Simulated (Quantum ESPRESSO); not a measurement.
Crystal: MgSe.

```xyz
2
Lattice="0.0000 2.7255 2.7255 2.7255 0.0000 2.7255 2.7255 2.7255 0.0000" Properties=species:S:1:pos:R:3 pbc="T T T"
Se    2.7255    2.7255    2.7255
Mg    0.0000    0.0000    0.0000
```

Base run:

- Program: Quantum ESPRESSO 7.5
- Functional: LDA
- Potentials or basis: GBRV 1.5 LDA
- Cutoff: 612 eV
- Density cutoff: 4898 eV
- k mesh: 8 × 8 × 8
- Occupations: fermi-dirac, width 0.05 eV
- Spin: no spin polarisation

Its results: band gap on the k mesh 1.65 eV, indirect (least direct gap 2.38 eV); pressure -2.1 GPa.

**Question.** The run is repeated on the same cell with these changes: functional from LDA to PBEsol; potentials or basis from GBRV 1.5 LDA to GBRV 1.5 PBEsol. What comes out?

**Answer.** Band gap on the k mesh 1.77 eV, indirect (least direct gap 2.50 eV); pressure -0.1 GPa.
